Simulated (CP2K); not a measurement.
Runs of CP2K 2026.2 on Ca. The structure is cubic, space group Fm-3m (No. 225). Conventional cell: a = 5.588 Å, b = 5.588 Å, c = 5.588 Å, α = 90.00°, β = 90.00°, γ = 90.00°. Around Ca (site symmetry m-3m) lie 12 Ca at 3.95 Å. 

```tsv
level	cutoff of the non-local correlation (Ry)	gap on the mesh (eV)	pressure (GPa)
LDA	-	none	-1.9
BLYP	-	none	-0.3
PBEsol	-	none	(b)
optB88-vdW	300	none	(a)
PW91	-	none	-0.6
```

Alike in all rows: task atomic charges; potentials or basis POTENTIAL_UZH Ca GTH-PBE-q10; TZVP-MOLOPT-PBE-GTH basis; no spin polarisation; cell as given; k mesh 8 × 8 × 8; smearing fermi-dirac 0.05 eV.

Q: Estimate the missing entries.

A: (a) -1.2; (b) -1.0.

Caveats: the potentials were made for another functional, which shifts forces and pressure; the basis of atomic orbitals isn't converged, which shifts pressures, moduli and gaps.

A gap of «none» marks a metal or a gap under the smearing width.

Runs at the PBE level aren't shown here.
